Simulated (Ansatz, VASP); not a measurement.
**Two plane-wave programs on FeO**

```
Fe O
1.0
     0.00000    2.38188    2.38188
     2.38188    0.00000    2.38188
     2.38188    2.38188    0.00000
Fe O
1 1
Cartesian
  0.0000 0.0000 0.0000
  1.1909 1.1909 1.1909
```

The cell comes from a database or a generator and needn't be the stable form of this composition.

Alike in both runs: task single point; functional PBE; k mesh 10 × 10 × 10; occupations fermi-dirac, width 0.05 eV; collinear spin.

```csv
,VASP,Ansatz
version,VASP 6.6.1,Ansatz 0.2.0
potentials or method,"VASP PAW PBE potentials, release 64 (Fe, O)",Ansatz PAW
plane-wave cutoff (eV),520,420
valence electrons in the cell,14,22
```

```tsv
	VASP	Ansatz	Ansatz less VASP
gap on the k mesh at the Fermi level (eV)	none	none	-
pressure (GPa)	-11.8	-11.9	-0.17
net moment per atom (μB)	2.01	2.01	+0.002
size of the moment on the site where the two differ most (μB)	3.62	3.38	-0.236
```

Site moments also hang on the region over which each program counts them. A gap of «none» marks a metal or a gap that the smearing closes. The two sets of potentials don't hold the same shells in valence.

Caveats: a cell with one magnetic atom can't hold antiferromagnetic order, which such compounds often take; semilocal functionals often make such compounds metallic where correlation or magnetic order opens a gap, which also shifts bond lengths; the pressure holds a Pulay correction of +0.5 GPa for the finite cutoff (Ansatz).
